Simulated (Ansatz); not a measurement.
# Si: strong compression

An exercise on one series of results from a longer session: the logs are not shown, and one member is left open.

Program: Ansatz 0.2.0. Level of theory: DFT PBE, with the methods named in each step. These are calculated values, not measurements.

1 further run of the same task is left out (it didn't finish).

### The structure to begin with

Symmetry: Fm-3m, No. 225, cubic system. Conventional cell: a = 4.000 Å, b = 4.000 Å, c = 4.000 Å, α = 90.00°, β = 90.00°, γ = 90.00°. Around Si (site symmetry m-3m) lie 12 Si at 2.83 Å.

Coordinates:

```
CELL_PARAMETERS angstrom
0.00000 2.00000 2.00000
2.00000 0.00000 2.00000
2.00000 2.00000 0.00000
ATOMIC_POSITIONS crystal
Si 0.00000 0.00000 0.00000
```

Whether this phase is the stable one at these pressures isn't tested.

Set-up of the first run:

input.yaml reads:

```yaml
crystal:
  lattice:
    - [0.0, 2.0, 2.0]
    - [2.0, 0.0, 2.0]
    - [2.0, 2.0, 0.0]
  atoms:
    - { symbol: Si, position: [0.0, 0.0, 0.0] }
kpoints:
  mp_grid: { grid: [18, 18, 18] }
scf:
  occupations: { method: fermi_dirac, width: 0.05 }
hamiltonian:
  xc: pbe
  pseudopotentials: { kind: paw }
output:
  forces: true
  stress: true
  write_density: true
  write_potential: true
  elf: true
  volumetric_format: npy
relax:
  f_tol: 0.005
  max_steps: 40
  cell: {}
```

Run with:

```
$ ansatz run input.yaml --threads 1 --pin off --max-ram 2048MiB --backend cpu --events-out ev --progress --plain --runs-dir out
```

Steps of the session up to this table: Cell relaxed at zero pressure, PAW; Volume scaled by 1, PAW; Volume scaled by 0.92, PAW; Volume scaled by 0.84, PAW; Volume scaled by 0.76, PAW; Volume scaled by 0.68, PAW; Volume scaled by 0.6, PAW; Volume scaled by 0.52, PAW; Volume scaled by 0.45, PAW; Volume scaled by 0.45, PAW (level accurate).

One of the session's tables, all rows but one given; the rest of the session is left out.

| method | volume over the first | volume (Å³/atom) | pressure (GPa) |
| --- | --- | --- | --- |
| PAW | 1 | ? | ? |
| PAW | 0.92 | 13.381 | 8.13 |
| PAW | 0.84 | 12.217 | 20.28 |
| PAW | 0.76 | 11.054 | 39.72 |
| PAW | 0.68 | 9.890 | 71.85 |
| PAW | 0.6 | 8.727 | 126.71 |
| PAW | 0.52 | 7.563 | 227.37 |
| PAW | 0.45 | 6.545 | 383.98 |
| PAW (level accurate) | 0.45 | 6.545 | 383.47 |

Estimate the missing values for PAW, 1.

**Answer.** volume (Å³/atom): 14.545; pressure (GPa): -0.03. In the column «volume (Å³/atom)» it is the highest.
